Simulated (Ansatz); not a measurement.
Crystal: ZrN.

```
Zr N
1.0
     0.00000    2.30000    2.30000
     2.30000    0.00000    2.30000
     2.30000    2.30000    0.00000
Zr N
1 1
Direct
  0.50000 0.50000 0.50000
  0.00000 0.00000 0.00000
```

A run of Ansatz 0.2.0 on this cell left the log below. Logs are shortened: lines on timing, memory, paths and dates and some standing lists are left out, and cuts for length are marked.

```text
Warning: RAYON_NUM_THREADS=1 ignored (pool sized by the plan → 1); use --threads N
The last accepted step is kept in <dir> (removed where the run ends without a failure and the disk answers)
LAPW: plane waves up to 8.825 Å⁻¹, error target 1.0e-3 eV per atom; small_component_spin mean_spin; N in spheres of 1.027 Å, 7 of its electrons in bands, Dirac shells []; Zr in spheres of 1.204 Å, 30 of its electrons in bands, Dirac shells [] (how accurate: hamiltonian.pseudopotentials.lapw.basis_error, Limitations)
Engine: ansatz 0.2.0, aarch64-unknown-linux-gnu
Pseudopotentials: kind: all_electron
Pseudopotential: Zr, LAPW, valence charge 30, lapw/all_electron/scalar/gaussian/Zr, Koelling and Harmon's equation, gaussian nucleus
Pseudopotential: N, LAPW, valence charge 7, lapw/all_electron/scalar/gaussian/N, Koelling and Harmon's equation, gaussian nucleus
Functional definition: PBEsol
  exchange = pbesol_x
  correlation = pbesol_c
Crystal: 2 atoms, lattice volume = 24.334 Å³
Basis set: ecut = 296.7197472168389 eV, 283 PW (Γ), exchange–correlation at level 2
Bands: 23, of which v1, the nominal top of the filled ones, is band 19 counted from 1 (18 counted from 0)
Symmetry: 48 space group operations
Space group: Fm-3m (ITA 225), of the structure as read, at distance tolerance 2.9e-5 Å
k-points: 47 of 1000
Non-local potential: Zr, projectors of the file, none
Non-local potential: N, projectors of the file, none
Initial density: superposition of atomic densities (chi_scale 0.1, normalization cell, long waves kept (reshape's long-wave potential 0.00 eV rms))
Initial wavefunctions: plane waves of lowest kinetic energy (no species holds an atomic orbital)
Functional: x = pbesol(κ = 0.804, μ = 0.12345679012345678), c = pbesol(β = 0.046)
iter 1 solved again at ethr=1.18e-2 eV; its pass at ethr=1.00e-1 eV (dr2=4.36e0 eV) is discarded
SCF iter   1: F=—  HF=-99362.252504 eV  |F-HF|=—  |Δ(HF+E_count)|=         —  Δρ=1.15e-1  dr2=4.36e0  ethr=1.18e-2  ⟨swp⟩=2.0  Hψ=7211  notcnv=0
preconditioner: auto → Kerker (q_TF=auto, 2.926 Å⁻¹)  [metal: Δε(μ)=0.111 eV  Ē_g=19.326 eV  σ=0.050 eV  W_gap=0.44  n_scr=14 (ndim 8)  ℏωp=29.2 eV  f_vac=0.000  D(μ)=0.45/eV (n_scr^D=0)]
iter 2 solved again at ethr=1.90e-4 eV; its pass at ethr=1.18e-2 eV (dr2=7.05e-2 eV) is discarded
SCF iter   2: F=—  HF=-99360.500881 eV  |F-HF|=—  |Δ(HF+E_count)|=    1.75e0  Δρ=1.95e-2  dr2=7.01e-2  ethr=1.90e-4  ⟨swp⟩=2.0  Hψ=5343  notcnv=0
SCF iter   3: F=—  HF=-99360.445251 eV  |F-HF|=—  |Δ(HF+E_count)|=   5.56e-2  Δρ=3.04e-2  dr2=3.39e-1  ethr=1.89e-4  ⟨swp⟩=3.0  Hψ=3526  notcnv=0
[... 53 lines left out ...]
SCF 5 converged in 2 iterations: F = -99360.227530 eV  dr2 = 4.28e-9
relax step   5: F+E_penalty+E_count = -99360.22753026 eV  Δ(F+E_penalty+E_count) = -9.407e-7 eV  max|allowed force component| = 5.072e-30 eV/Å  Δτ_max = 0.0000 Å  P = +29.978 GPa  Ω = 21.519 Å³  stress off target by 2.25e-2 GPa  SCF on the basis re-selected at this cell (its energy is not comparable with the rows above)  (2 SCF iters)
basis re-selected at this cell: Δ(F+E_penalty+E_count) = -9.407e-7 eV, ΔP = +0.001 GPa vs the last step (what re-selecting the basis moved, after the strain that the cell walked since its last selection, with what the two solves' SCF thresholds leave and, on support functions, any second-order correction that the steps lacked; it is no measure of the basis error at this ecutwfc). This SCF's stress stands 2.25e-2 GPa from its target on what of the cell is left free (relax.cell.stress_tol is 5.00e-2 GPa) and its largest allowed force component is 5.07e-30 eV/Å (relax.f_tol is 2.00e-2 eV/Å): within both
SCF converged after 2 iterations
Free energy (F): -99360.227530 eV
Harris-Foulkes:  -99360.227530 eV  (|F-HF|=1.11e-9)
Internal energy: -99360.222007 eV  (E = F + TS)
E sigma→0 (E₀):  -99360.224769 eV
Entropy (-TS):   -0.005523 eV (-2.762 meV/atom)
Fermi energy:    21.729818 eV
--- Per-component energies (eV) ---
  E_band       = -4625.032382
  E_kinetic    = 102579.438303
  E_xc         = -3241.831024
  E_electrostatic = -198697.829286  (all electrons and nuclei)
  E_smearing   = -0.005523  (= −TS)
  E_closure    = 0.000000  (closes the sum)
  E_atoms      = -99340.076241  (free atoms, spherical and without spin; not in F)
  Σ components = -99360.227530   (vs F -99360.227530, Δ=0.00e0)
  Basis errors (estimates in eV, not in F): energy 3.8e-4 per atom: plane waves 3.5e-4 (2.0e-4 summed), levels above the bands 2.3e-20, relativity 1.6e-8, radial functions 2.7e-5, core shells 1.1e-13; eigenvalues (radial functions only) 8.4e-7; not estimated: angular momenta, meshes, grids; target (lapw.basis_error) 1.0e-3; muffin-tin radii N 0.986 Å, Zr 1.156 Å
--- Forces (eV/Å), atoms counted from 1 ---
  atom   1  Zr     0.00000000    -0.00000000    -0.00000000
  atom   2  N     -0.00000000    -0.00000000     0.00000000
  max |Σ_I F_I| component: 1.06e-29 eV/Å
--- Stress (GPa, compression-positive) ---
       29.977510      -0.000000      -0.000000
       -0.000000      29.977510      -0.000000
       -0.000000      -0.000000      29.977510
  P = ⅓ Tr σ = 29.9775 GPa (299.775 kbar)
--- Relaxed structure (4 steps of the walk, 4 accepted, 1 SCFs on fresh bases) ---
  F+E_penalty+E_count = -99360.22753026 eV   max|allowed force component| = 5.072e-30 eV/Å   (the final SCF, on the basis selected at the relaxed cell)
  cell:  # Å, volume = 21.5195 Å³
    - [-1.7833802121608245e-33, 2.2076681209457796, 2.207668120945779]
    - [2.207668120945779, -1.2802122226176494e-33, 2.207668120945779]
    - [2.207668120945779, 2.2076681209457796, -2.1973791891862238e-33]
  atoms:
    - { symbol: Zr, position: [0.49999999999999994, 0.5, 0.5] }
    - { symbol: N, position: [-2.093402113464302e-35, 1.91895193734227e-35, 4.710154755294746e-35] }
```

**Question.** What input gives this log?

**Answer.** Relaxation of cell and atoms with PBEsol, no spin polarisation. The files as run (others can give the same):

input.yaml
```yaml
crystal:
  lattice:
    - [0.0, 2.3, 2.3]
    - [2.3, 0.0, 2.3]
    - [2.3, 2.3, 0.0]
  atoms:
    - { symbol: Zr, position: [0.5, 0.5, 0.5] }
    - { symbol: "N", position: [0.0, 0.0, 0.0] }
kpoints:
  mp_grid: { grid: [10, 10, 10] }
scf:
  occupations: { method: fermi_dirac, width: 0.05 }
hamiltonian:
  xc: pbesol
  pseudopotentials: { kind: all_electron, lapw: { basis_error: 0.001 } }
output:
  forces: true
  stress: true
relax:
  f_tol: 0.02
  max_steps: 60
  cell: { p_target: 30.0 }
```

Potentials or basis: all-electron LAPW, scalar-relativistic.
Launch:
```bash
$ ansatz run input.yaml --threads 1 --pin off --max-ram 3072MiB --backend cpu --events-out ev --progress --plain --runs-dir out
```
